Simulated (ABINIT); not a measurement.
# Ta (Im-3m) in ABINIT: equation of state with r2SCAN

Aim: the equation of state of Ta with r2SCAN.

Program: ABINIT 10.8.3 (patched build). These are calculated values, not measurements. Logs are shortened: lines on timing, memory, paths and dates and some standing lists are left out, and cuts for length are marked. The log counts tension as positive stress, the text compression.

**Experimental background.**

“Pressure effects on the electronic structure and superconductivity of (TaNb)0.67(HfZrTi)0.33 high entropy alloy”, 2019, arxiv:1910.08312 quotes, for a bulk crystal of Ta: bulk modulus 194 GPa.

The runs below are set against these values where they give the same quantity.

**1. The structure**

It takes space group Im-3m (No. 229, cubic). The conventional cell has a = 3.303 Å, b = 3.303 Å, c = 3.303 Å, α = 90.00°, β = 90.00°, γ = 90.00°. Around Ta (site symmetry m-3m) lie 8 Ta at 2.86 Å.

**2. Equation of state, r2SCAN**

File run.abi:

```
# Datasets: one volume each
ndtset 7
getwfk -1
scalecart1 3*0.9795861087
scalecart2 3*0.9864848297
scalecart3 3*0.9932883884
scalecart4 3*1.0000000000
scalecart5 3*1.0066227096
scalecart6 3*1.0131594038
scalecart7 3*1.0196128224

# Pseudopotentials
pp_dirpath "./"
pseudos "Ta.GGA_PBE-JTH.xml"

# Structure
acell 5.4048073095 5.4048073095 5.4048073095
rprim
    -0.5773502692     0.5773502692     0.5773502692
     0.5773502692    -0.5773502692     0.5773502692
     0.5773502692     0.5773502692    -0.5773502692
ntypat 1
znucl 73
natom 1
typat 1
xred
     0.0000000000     0.0000000000     0.0000000000

# Plane-wave basis
ecut 23.0
pawecutdg 45.0

# k points
kptopt 1
ngkpt 11 11 11
nshiftk 1
shiftk 0.0 0.0 0.0

# Exchange and correlation
ixc -497498
usekden 1
pawxcdev 0

# Bands and occupations
nband 11
occopt 3
tsmear 0.00183747

# SCF cycle
nstep 100
tolvrs 1.0e-7

# Output
iomode 3
prtwf 1
prtden 0
prteig 0
prtebands 0
enunit 1
```

Potentials or basis: JTH PAW PBE v2.0.

On the command line:

```sh
abinit run.abi > log 2>&1
```

run.abo:

```text
.Version 10.8.3 of ABINIT
 DATASET    1 : space group Im -3 m (#229); Bravais cI (body-center cubic)
================================================================================
 Values of the parameters that define the memory need for DATASET  1.
     intxc =       0    ionmov =       0      iscf =      17    lmnmax =      18
     lnmax =       6     mgfft =      24  mpssoang =       3    mqgrid =    3001
     natom =       1  nloc_mem =       2    nspden =       1   nspinor =       1
    nsppol =       1      nsym =      48    n1xccc =       1    ntypat =       1
    occopt =       3   xclevel =       2
       mpw =         615          nfft =       13824          nkpt =          56
 PAW method is used; the additional fine FFT grid is defined by:
   mgfftf=        32    nfftf =     32768
================================================================================
================================================================================
[... 71 lines left out ...]
 DATASET    7 : space group Im -3 m (#229); Bravais cI (body-center cubic)
================================================================================
 Values of the parameters that define the memory need for DATASET  7.
     intxc =       0    ionmov =       0      iscf =      17    lmnmax =      18
     lnmax =       6     mgfft =      24  mpssoang =       3    mqgrid =    3001
     natom =       1  nloc_mem =       2    nspden =       1   nspinor =       1
    nsppol =       1      nsym =      48    n1xccc =       1    ntypat =       1
    occopt =       3   xclevel =       2
       mpw =         690          nfft =       13824          nkpt =          56
 PAW method is used; the additional fine FFT grid is defined by:
   mgfftf=        36    nfftf =     46656
================================================================================
================================================================================

--------------------------------------------------------------------------------
------------- Echo of variables that govern the present computation ------------
--------------------------------------------------------------------------------
 -outvars: echo values of preprocessed input variables --------
            acell      5.4048073095E+00  5.4048073095E+00  5.4048073095E+00 Bohr
              amu      1.80947900E+02
             ecut      2.30000000E+01 Hartree
           enunit           1
           getwfk          -1
                       outvar_i_n : Printing only first  50 k-points.
              ixc     -497498
           jdtset        1    2    3    4    5    6    7
                       outvar_i_n : Printing only first  50 k-points.
         kptrlatt       11    0    0      0   11    0      0    0   11
          kptrlen1     5.82392158E+01
          kptrlen2     5.86493646E+01
          kptrlen3     5.90538558E+01
          kptrlen4     5.94528804E+01
          kptrlen5     5.98466196E+01
          kptrlen6     6.02352449E+01
          kptrlen7     6.06189192E+01
            natom           1
            nband          11
           ndtset           7
            ngfft          24      24      24
          ngfftdg1         32      32      32
          ngfftdg2         36      36      36
          ngfftdg3         36      36      36
          ngfftdg4         36      36      36
          ngfftdg5         36      36      36
          ngfftdg6         36      36      36
          ngfftdg7         36      36      36
             nkpt          56
            nstep         100
             nsym          48
           ntypat           1
                       prtocc : prtvol=0, do not print more k-points.
           occopt           3
        pawecutdg      4.50000000E+01 Hartree
         pawxcdev           0
           prtden           0
        prtebands           0
           prteig           0
          prtkden           1
            rprim1    -5.6556430356E-01  5.6556430356E-01  5.6556430356E-01
                       5.6556430356E-01 -5.6556430356E-01  5.6556430356E-01
                       5.6556430356E-01  5.6556430356E-01 -5.6556430356E-01
            rprim2    -5.6954728199E-01  5.6954728199E-01  5.6954728199E-01
                       5.6954728199E-01 -5.6954728199E-01  5.6954728199E-01
                       5.6954728199E-01  5.6954728199E-01 -5.6954728199E-01
            rprim3    -5.7347531844E-01  5.7347531844E-01  5.7347531844E-01
                       5.7347531844E-01 -5.7347531844E-01  5.7347531844E-01
                       5.7347531844E-01  5.7347531844E-01 -5.7347531844E-01
            rprim4    -5.7735026920E-01  5.7735026920E-01  5.7735026920E-01
                       5.7735026920E-01 -5.7735026920E-01  5.7735026920E-01
                       5.7735026920E-01  5.7735026920E-01 -5.7735026920E-01
            rprim5    -5.8117389237E-01  5.8117389237E-01  5.8117389237E-01
                       5.8117389237E-01 -5.8117389237E-01  5.8117389237E-01
                       5.8117389237E-01  5.8117389237E-01 -5.8117389237E-01
            rprim6    -5.8494785453E-01  5.8494785453E-01  5.8494785453E-01
                       5.8494785453E-01 -5.8494785453E-01  5.8494785453E-01
                       5.8494785453E-01  5.8494785453E-01 -5.8494785453E-01
            rprim7    -5.8867373749E-01  5.8867373749E-01  5.8867373749E-01
                       5.8867373749E-01 -5.8867373749E-01  5.8867373749E-01
                       5.8867373749E-01  5.8867373749E-01 -5.8867373749E-01
          spgroup         229
           tolvrs      1.00000000E-07
           tsmear      1.83747000E-03 Hartree
            typat      1
          usekden           1
           useylm           1
                       outvars : Printing only first  50 k-points.
            znucl       73.00000

================================================================================

 chkinp: Checking input parameters for consistency, jdtset=   1.

 chkinp: Checking input parameters for consistency, jdtset=   2.
[... 36 lines left out ...]
 getcut: wavevector=  0.0000  0.0000  0.0000  ngfft=  32  32  32
         ecut(hartree)=     45.000   => boxcut(ratio)=   2.00345

--- Pseudopotential description ------------------------------------------------
- pspini: atom type   1  psp file is ./Ta.GGA_PBE-JTH.xml
 Pseudopotential format is: paw10
 basis_size (lnmax)=  6 (lmn_size= 18), orbitals=   0   0   1   1   2   2
 Spheres core radius: rc_sph= 2.41973345
 Shapefunction is SIN type: shapef(r)=[sin(pi*r/rshp)/(pi*r/rshp)]**2
 Radius for shape functions =  2.11065461
 Compensation charge density is not taken into account in XC energy/potential

   9.99818744E+02                                ecore*ucvol(ha*bohr**3)
--------------------------------------------------------------------------------

================================================================================

--- !BeginCycle
iteration_state: {dtset: 1, }
solver: {iscf: 17, nstep: 100, nline: 4, wfoptalg: 10, }
tolerances: {tolvrs: 1.00E-07, }
...
[... 165 lines left out ...]
 getcut: wavevector=  0.0000  0.0000  0.0000  ngfft=  36  36  36
         ecut(hartree)=     45.000   => boxcut(ratio)=   2.23594

 getcut : COMMENT -
  Note that boxcut > 2.2 ; recall that boxcut=Gcut(box)/Gcut(sphere) = 2
  is sufficient for exact treatment of convolution.
  Such a large boxcut is a waste : you could raise ecut
  e.g. ecut=   56.243651 Hartrees makes boxcut=2

--------------------------------------------------------------------------------

-inwffil : will read wavefunctions from disk file runo_DS1_WFK.nc

================================================================================
[... 166 lines left out ...]
 getcut: wavevector=  0.0000  0.0000  0.0000  ngfft=  36  36  36
         ecut(hartree)=     45.000   => boxcut(ratio)=   2.22063

 getcut : COMMENT -
  Note that boxcut > 2.2 ; recall that boxcut=Gcut(box)/Gcut(sphere) = 2
  is sufficient for exact treatment of convolution.
  Such a large boxcut is a waste : you could raise ecut
  e.g. ecut=   55.475805 Hartrees makes boxcut=2

--------------------------------------------------------------------------------

-inwffil : will read wavefunctions from disk file runo_DS2_WFK.nc

================================================================================
[... 166 lines left out ...]
 getcut: wavevector=  0.0000  0.0000  0.0000  ngfft=  36  36  36
         ecut(hartree)=     45.000   => boxcut(ratio)=   2.20572

 getcut : COMMENT -
  Note that boxcut > 2.2 ; recall that boxcut=Gcut(box)/Gcut(sphere) = 2
  is sufficient for exact treatment of convolution.
  Such a large boxcut is a waste : you could raise ecut
  e.g. ecut=   54.733640 Hartrees makes boxcut=2

--------------------------------------------------------------------------------

-inwffil : will read wavefunctions from disk file runo_DS3_WFK.nc

================================================================================
[... 653 lines left out ...]
-Cartesian components of stress tensor (GPa)         [Pressure= -1.0438E+01 GPa]
- sigma(1 1)=  1.04376785E+01  sigma(3 2)=  0.00000000E+00
- sigma(2 2)=  1.04376785E+01  sigma(3 1)=  0.00000000E+00
- sigma(3 3)=  1.04376785E+01  sigma(2 1)=  0.00000000E+00

== END DATASET(S) ==============================================================
================================================================================

 -outvars: echo values of variables after computation  --------
            acell      5.4048073095E+00  5.4048073095E+00  5.4048073095E+00 Bohr
           etotal1    -1.7181491013E+01
           etotal2    -1.7182435692E+01
           etotal3    -1.7182987077E+01
           etotal4    -1.7183190581E+01
           etotal5    -1.7183054393E+01
           etotal6    -1.7182604441E+01
           etotal7    -1.7181895853E+01
            fcart1    -0.0000000000E+00 -0.0000000000E+00 -0.0000000000E+00
            fcart2    -0.0000000000E+00 -0.0000000000E+00 -0.0000000000E+00
            fcart3    -0.0000000000E+00 -0.0000000000E+00 -0.0000000000E+00
            fcart4    -0.0000000000E+00 -0.0000000000E+00 -0.0000000000E+00
            fcart5    -0.0000000000E+00 -0.0000000000E+00 -0.0000000000E+00
            fcart6    -0.0000000000E+00 -0.0000000000E+00 -0.0000000000E+00
            fcart7    -0.0000000000E+00 -0.0000000000E+00 -0.0000000000E+00
            rprim1    -5.6556430356E-01  5.6556430356E-01  5.6556430356E-01
                       5.6556430356E-01 -5.6556430356E-01  5.6556430356E-01
                       5.6556430356E-01  5.6556430356E-01 -5.6556430356E-01
[... 17 lines left out ...]
                       5.8867373749E-01  5.8867373749E-01 -5.8867373749E-01
           strten1    -4.8243214736E-04 -4.8243214736E-04 -4.8243214736E-04
                       0.0000000000E+00  0.0000000000E+00  0.0000000000E+00
           strten2    -3.0588145419E-04 -3.0588145419E-04 -3.0588145419E-04
                       0.0000000000E+00  0.0000000000E+00  0.0000000000E+00
           strten3    -1.4749732517E-04 -1.4749732517E-04 -1.4749732517E-04
                       0.0000000000E+00  0.0000000000E+00  0.0000000000E+00
           strten4    -6.6901754826E-06 -6.6901754826E-06 -6.6901754826E-06
                       0.0000000000E+00  0.0000000000E+00  0.0000000000E+00
           strten5     1.2326932529E-04  1.2326932529E-04  1.2326932529E-04
                       0.0000000000E+00  0.0000000000E+00  0.0000000000E+00
           strten6     2.4534243584E-04  2.4534243584E-04  2.4534243584E-04
                       0.0000000000E+00  0.0000000000E+00  0.0000000000E+00
           strten7     3.5476948009E-04  3.5476948009E-04  3.5476948009E-04
                       0.0000000000E+00  0.0000000000E+00  0.0000000000E+00
 Calculation completed.
```

Wall time 2.3 min (1 thread of Arm Neoverse V2, shared host); peak memory 0.15 GiB.

Results:

- Equilibrium volume: 18.04 Å³/atom
- Bulk modulus: 199 GPa
- Pressure derivative of the bulk modulus: 3.2 (rough: it moves with the points fitted)

Energy against volume, from the lowest point:
```tsv
volume (Å³/atom)	energy (meV/atom)
16.930	46.25
17.290	20.54
17.650	5.54
18.010	0.00
18.371	3.71
18.731	15.95
19.091	35.23
```

Caveat: pressures at fixed basis lie under the slope of the energies; the PAW data sets were made with another functional, which shifts forces and pressure a little. Spin-orbit coupling is left out, which matters for the levels of Ta.

**3. The reference run**

An earlier run on the cell as given: functional PBEsol; potentials or basis PseudoDojo NC SR PBEsol v0.4.1 standard; cutoff 789 eV; k mesh 11 × 11 × 11; occupations fermi-dirac, width 0.05 eV; no spin polarisation.

- Pressure: -4.2 GPa
- Band gap on the k mesh: none (metal or under the smearing width)
- Valence electrons inside the program's atomic spheres: Ta 9.25 (radii [1.0584] Å)

**4. Comparison with measurements**

Step 2. A measured bulk modulus of Ta is 194 GPa (quoted in “Pressure effects on the electronic structure and superconductivity of (TaNb)0.67(HfZrTi)0.33 high entropy alloy”, 2019, arxiv:1910.08312); the calculated 199 GPa misses it by +2.5 %. The fit is for a static lattice scaled at fixed shape and fixed fractional positions.
